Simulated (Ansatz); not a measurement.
# TiO$_{2}$: the gap under strain

TiO$_{2}$, I4_1/amd, a = 3.797 Å, c = 9.662 Å. The compound has several low-lying forms, and this is one of them. Ansatz: r2SCAN+U, PAW, 500 eV, Γ-centred 6×6×4 mesh on 12 atoms, Gaussian smearing 0.02 eV; U_eff Ti 4.00 eV; no spin polarisation. Series: strain along c alone, the other axes held, atoms relaxed; x is the strain in per cent. The gap is sought over the whole zone.

| x (%) | gap y (eV) |
| --- | --- |
| -3.0 | ? |
| -1.5 | 3.070 |
| 0.0 | 3.100 |
| 1.5 | 3.126 |
| 3.0 | 3.144 |

**Question.** Fit y = E0 + c1 x + c2 x² to the other rows, give the deformation potential for this strain, and predict the missing gap.

**Answer.** Least squares on the rows shown. y = 3.1006 + 0.018533 x − 0.0013333 x². The deformation potential is 100 c1 = 1.85 eV per unit strain. At x = -3.0 the fit asked for gives 3.033 eV. The run gave 3.034 eV, so the fit is 0.001 eV too low, a small miss on the scale of the series. The form still works here, 33 % of the fitted range beyond its end.

Semilocal functionals give gaps under the measured ones; changes of the gap mostly carry over better.